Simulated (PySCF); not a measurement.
Molecule: `N#CCC#N`, C3H2N2.

Cartesian coordinates in Å; atom numbers follow the order of the lines, from 1:
```xyz
7

N    -2.289    0.651    0.181
C    -1.238    0.176    0.114
C     0.078   -0.455    0.034
C     1.161    0.497   -0.203
N     2.034    1.231   -0.391
H     0.275   -0.999    0.973
H     0.071   -1.202   -0.776
```

Spin–spin couplings on one PBE0-D3(BJ)/def2-SVP geometry, PySCF 2.14, gas phase, non-relativistic, equivalent pairs averaged; isotopes ¹³C, ¹H; basis pcJ-1.

Reference values (Hz): ¹J(C3,H6) = 145.2 (measured; liquid or solution (compiled); San Fabian, Garcia de la Vega, Suardiaz et al., Magn. Reson. Chem. 2013, 51, 775 (SI)).

**Question.** How do the couplings (Hz) change with the functional? Times are CPU seconds on shared hosts with different chips, so compare them loosely.

**Answer.** 
```
functional  functions  ¹J(C3,H6)  abs. error  core-s
       LDA        155      109.4        35.8     7.1
       PBE        155      133.2        12.0      11
       KT2        155      142.4         2.8      12
     B3LYP        155      146.1         0.9      11
      PBE0        155      138.6         6.6      11
     B97-2        155      131.0        14.2      11
 BHandHLYP        155      159.1        13.9      12
 CAM-B3LYP        155      144.0         1.2      15
```

Errors compare magnitudes, without vibrational corrections. Closest: B3LYP; furthest: LDA. Left out for a near triplet instability: HF/pcJ-1.
